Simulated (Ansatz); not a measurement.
**Relaxing Nb in the diamond type**

First guess:

```
CELL_PARAMETERS angstrom
0.00000 3.21951 3.21951
3.21951 0.00000 3.21951
3.21951 3.21951 0.00000
ATOMIC_POSITIONS crystal
Nb 0.00000 0.00000 0.00000
Nb 0.25000 0.25000 0.25000
```

These are results of DFT, PBE, PAW with Ansatz's default frozen-core files, scalar-relativistic in Ansatz 0.2.0, not measurements.

Cell and atoms relax within the symmetry of the start on a 11×11×11 k mesh with 0.08 eV Fermi–Dirac smearing.

The start is built from a prototype, known or not as a phase of this compound; the cutoff is 420 eV.

What is the pressure of the first guess?

-10.03 GPa.

What does it relax to?

a = 5.913 Å, b = 5.913 Å, c = 5.913 Å, α = 90.00°, β = 90.00°, γ = 90.00° (conventional cell), 25.84 Å³ per atom:
Space group Fd-3m:1 (No. 227). a = 5.913 Å, b = 5.913 Å, c = 5.913 Å, α = 90.00°, β = 90.00°, γ = 90.00°
| atom | site | symmetry | x | y | z |
| --- | --- | --- | --- | --- | --- |
| Nb | 8b | -43m | 0.0000 | 0.0000 | 0.5000 |

How much energy does the relaxation release?

292 meV/atom.
